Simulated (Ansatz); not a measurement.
# Ta2NS2 MXene monolayer in a perpendicular field, part 2 of 2

What dipole does a perpendicular field induce in the Ta2NS2 MXene monolayer? A positive field points along +c.

Ansatz 0.2.0; plane-wave DFT, PBE-D3(BJ), Ansatz PAW.

So far. Step 10 (Field on, atoms free, field 0.1 V/Å): The dipole is 0.0379 e·Å. Step 11 (Relaxing in the field, field -0.1 V/Å): The dipole is -0.0379 e·Å.

### 12. Response, atoms relaxed (continued)

Dipole of the cell against applied field:

```csv
applied field (V/Å),dipole of the cell (e·Å)
-0.1000,-0.0379
0.1000,0.0379
```

Local field over the applied field, running mean. From the potentials at -0.1 and 0.1 V/Å; running mean over 2.5 Å. Table of local field over applied field by z:

```csv
z (Å),local field over applied field
4.5,0.999
5.0,0.997
5.5,0.992
6.0,0.975
6.5,0.928
7.0,0.819
7.5,0.675
8.0,0.516
8.5,0.352
9.0,0.194
9.5,0.0897
10.0,0.0376
10.5,0.0150
11.0,0.00752
11.5,0.0130
12.0,0.0139
12.5,0.00647
13.0,0.0166
13.5,0.0404
14.0,0.0962
14.5,0.206
15.0,0.367
15.5,0.530
16.0,0.688
16.5,0.831
17.0,0.934
17.5,0.977
18.0,0.992
18.5,0.998
19.0,0.999
```

Electrons, planar mean, per unit field. The induced electron density by z:

z (Å), induced electron density (e/Å³ per V/Å) and a bar from the least value:
```
      4.5    0.00000 ###############
      5.0    0.00001 ###############
      5.5    0.00003 ###############
      6.0    0.00011 ###############
      6.5    0.00034 ################
      7.0    0.00095 ##################
      7.5    0.00242 #######################
      8.0    0.00450 #############################
      8.5    0.00330 #########################
      9.0    0.00085 ##################
      9.5   -0.00123 ###########
     10.0   -0.00477 
     10.5   -0.00038 ##############
     11.0    0.00226 ######################
     11.5    0.00047 #################
     12.0   -0.00066 #############
     12.5   -0.00206 #########
     13.0    0.00076 #################
     13.5    0.00477 ##############################
     14.0    0.00089 ##################
     14.5   -0.00085 ############
     15.0   -0.00360 ####
     15.5   -0.00436 #
     16.0   -0.00225 ########
     16.5   -0.00088 ############
     17.0   -0.00030 ##############
     17.5   -0.00010 ###############
     18.0   -0.00003 ###############
     18.5   -0.00001 ###############
     19.0    0.00000 ###############
```

The induced dipole is that of a conductor 7.35 Å thick.

### 13. A changed input: scf.algorithm = "direct_min"

This step: plane-wave DFT, PBE-D3(BJ), Ansatz PAW (Ansatz 0.2.0).

A run with a changed input: it repeats the earlier run at 0.05 V/Å with scf.algorithm to direct_min.

File input.yaml:

```yaml
crystal:
  lattice:
    - [3.2836587501, 0.0, 0.0]
    - [-1.6418293751, 2.843731895, 0.0]
    - [0.0, 0.0, 23.4570794682]
  atoms:
    - { symbol: S, position: [0.3333333333, 0.6666666667, 0.3836794778] }
    - { symbol: Ta, position: [0.6666666667, 0.3333333333, 0.451467435] }
    - { symbol: "N", position: [0.0, 0.0, 0.5] }
    - { symbol: Ta, position: [0.3333333333, 0.6666666667, 0.548532565] }
    - { symbol: S, position: [0.6666666667, 0.3333333333, 0.6163205222] }
kpoints:
  mp_grid: { grid: [18, 18, 1] }
  band_path:
    path: [[0, 0, 0], [0.5, 0, 0], [0.33333333, 0.33333333, 0], [0, 0, 0]]
    npoints: 16
hamiltonian:
  xc: pbe
  dispersion: d3bj
scf:
  occupations: { method: fermi_dirac, width: 0.05 }
  convergence: { dr2_threshold: 1.0e-10 }
  algorithm: direct_min
efield:
  axis: 3
  dipole_correction: true
  ramp_position: 0.97
  ramp_width: 0.06
  amplitude: 0.05
output:
  write_potential: true
  write_density: true
  volumetric_format: npy
```

Run with:

```sh
$ ansatz run input.yaml --threads 4 --pin off --max-ram 6144MiB --backend cpu --events-out ev --progress --plain --runs-dir out
```

It took 16 s on 4 threads of Intel Xeon Platinum 8488C (Sapphire Rapids), shared host; peak memory 0.81 GiB; 60 s of CPU time.

Numbers from this step:

* energy at zero smearing: -22059.4996 eV
* dipole along the normal: 0.01892 e·Å

Electronic bands along the path, in eV, zero at the Fermi level:

```csv
point,band 19,band 20,band 21,band 22,band 23,band 24,band 25,band 26
Γ,-1.39,-1.39,-1.13,-1.13,-0.38,0.66,1.42,1.42
halfway,-2.83,-2.29,-2.23,0.24,0.57,1.23,2.22,2.60
M,-2.94,-2.62,-2.42,0.93,1.64,1.74,2.71,3.13
halfway,-3.59,-3.28,-1.49,0.99,1.15,1.79,2.88,3.06
K,-3.89,-3.88,-0.17,-0.17,0.50,2.55,2.55,2.95
halfway,-3.11,-2.91,-1.16,-0.75,1.37,1.92,2.15,2.65
Γ,-1.39,-1.39,-1.13,-1.13,-0.38,0.66,1.42,1.42
```

```csv
quantity,this run,earlier run,difference
dipole along the normal (e·Å),0.01892,0.01892,-8.3e-7
```

The dipole moves by under 0.5 % or 5e-5 e·Å. The run took 10 SCF cycles against 11.

Of the bands kept, 2 cross the Fermi level on this path.

### 14. A changed input

An input spoilt on purpose, to show how the run answers: it repeats the earlier run at 0.05 V/Å with efield.ramp_width from 0.06 to 0.9, and scf.max_iter set to 50.

Edit input.yaml of step 13 so:

```diff
@@ -22,3 +22,3 @@
   convergence: { dr2_threshold: 1.0e-10 }
-  algorithm: direct_min
+  max_iter: 50
 efield:
@@ -27,3 +27,3 @@
   ramp_position: 0.97
-  ramp_width: 0.06
+  ramp_width: 0.9
   amplitude: 0.05
```

Elapsed: 0.18 s, on 4 threads; peak memory 0.41 GiB.

The input was rejected at the start.

The program's message: “Error: efield: ion 0 (S) at fractional coordinate 0.3837 along the field axis lies inside the sawtooth ramp with 2 of the planes that the density is read on at each end, [0.9575, 0.8825] — the ramp mu …”

The fault put into the input: a ramp so wide that it reaches the atoms.

### 15. What came out

```json
{"gap without field": "none", "work function, upper face": "5.06 eV", "equivalent conductor thickness, atoms held": "7.33 Å", "equivalent conductor thickness, atoms relaxed": "7.35 Å"}
```

**Reading.** The induced dipole equals that of a perfect conductor 7.33 Å thick, while the outer atoms lie 5.46 Å apart. There is no gap over 0.03 eV, with or without the field. The first relaxation ran with spin and lost its moment, and the later runs have none; other magnetic states were not tried. Spin-orbit coupling is left out, which matters for the bands of elements this heavy. The MXene's terminations sit over the metal atoms of its far layer; the site over carbon or nitrogen, which some compounds prefer, was not run.

[Logs are printed without paths, hosts, clocks, repeated set-up lines and the standing remarks that a program may print on its own settings, such as how far it seeks lower states.]

[Hosts, paths, dates, database ids (printed as entryN), source tags and the programs' standing remarks are cut or masked in the printed files.]

[Maps of the electrostatic potential energy from Ansatz leave out the sawtooth potential of an applied field or a dipole correction, so their vacuum need not be flat; planar profiles and work functions include it.]
